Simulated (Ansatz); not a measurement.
Slab of fcc Si (111), 5 layers

The slab is cut from the fcc crystal, which needn't be the stable phase, as relaxed on PAW files (14.51 Å³/atom), with 16 Å of vacuum and a dipole correction:

```yaml
crystal:
  lattice:
    - [2.73750, 0.00000, 0.00000]
    - [-1.36875, 2.37075, 0.00000]
    - [0.00000, 0.00000, 24.94070]
  atoms:
    - { symbol: Si, position: [0.83333, 0.16667, 0.32076] }
    - { symbol: Si, position: [0.16667, 0.83333, 0.41038] }
    - { symbol: Si, position: [0.50000, 0.50000, 0.50000] }
    - { symbol: Si, position: [0.83333, 0.16667, 0.58962] }
    - { symbol: Si, position: [0.16667, 0.83333, 0.67924] }
```

Computed with Ansatz 0.2.0; functional PBE, scalar-relativistic. Settings: a Γ-centred 14×14×1 k mesh, Fermi–Dirac smearing of 0.05 eV, no spin polarisation. Methods: LAPW: all electrons, basis error target 1 meV/atom; PAW: frozen-core files, cutoff 420 eV.

The bulk energy comes from a cell in the slab's orientation on a 14×14×5 mesh. The surface energy is (E(slab) − N·E(bulk))/2A at zero smearing, the mean of both faces; thin slabs carry quantum-size effects.

Real surfaces of this kind reconstruct, which a 1×1 cell forbids.

**Question.** As cut, the LAPW slab lies 0.482 eV above 5 atoms of bulk. What surface energy is that?

**Answer.** Over two faces of 6.49 Å² it is 37.1 meV/Å², and times 16.02 J/m² per eV/Å² that gives γ = 0.595 J/m².

| method | γ as cut (J/m²) | γ relaxed (J/m²) | Φ as cut (eV) | Φ relaxed (eV) |
| --- | --- | --- | --- | --- |
| LAPW | 0.595 | ? | 4.29 | 4.22 |

**Question.** What belongs in the row "LAPW", column "γ relaxed (J/m²)"?

**Answer.** 0.543.

**Question.** How do the spacings between the planes relax?

**Answer.** From the bottom face up: d12 -4.3 % of 2.235 Å, d23 -2.9 % of 2.235 Å, d34 -2.9 % of 2.235 Å, d45 -4.3 % of 2.235 Å.

**Question.** What changes if the vacuum is set to 11 Å?

**Answer.** LAPW then gives: no gap, work function 4.22 eV; PAW: no gap, work function 4.22 eV. The program warns that the vacuum is too thin.
